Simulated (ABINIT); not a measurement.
BaZrO3, 5 atoms in the cell. Symmetry: Pm-3m, No. 221, cubic system. Conventional cell: a = 4.191 Å, b = 4.191 Å, c = 4.191 Å, α = 90.00°, β = 90.00°, γ = 90.00°. Ba (site symmetry m-3m) is surrounded by 12 O at 2.96 Å. Zr (site symmetry m-3m) is surrounded by 6 O at 2.10 Å. O (site symmetry 4/mmm) is surrounded by 2 Zr at 2.10 Å. 

```yaml
Program: ABINIT 10.8.3 (patched build)
Task: band structure
Functional: PW91
Potentials_or_basis: JTH PAW PBE v2.0
Cutoff: 626 eV
k_mesh: 6 × 6 × 6
Occupations: fermi-dirac, width 0.05 eV
Spin: no spin polarisation
Fine-grid_cutoff: 1224.51 eV
Exchange_and_correlation_inside_the_PAW_spheres: full angular mesh (pawxcdev 0, this build's default; the released program takes 1)
```

Potentials or basis: JTH PAW PBE v2.0.

Run with:

```bash
$ abinit run.abi > log 2>&1
```

Hardware: 1 thread of Intel(R) Xeon(R) Processor @ 2.70GHz (shared host).

Q: How long does it take, and how much memory?

A: Wall time 110 s on 1 thread of Intel(R) Xeon(R) Processor @ 2.70GHz, with other jobs on the host, peak memory 0.16 GiB. Counts: scf iterations 12, mpi ranks 1, k points 20, bands 24, plane waves 2632.
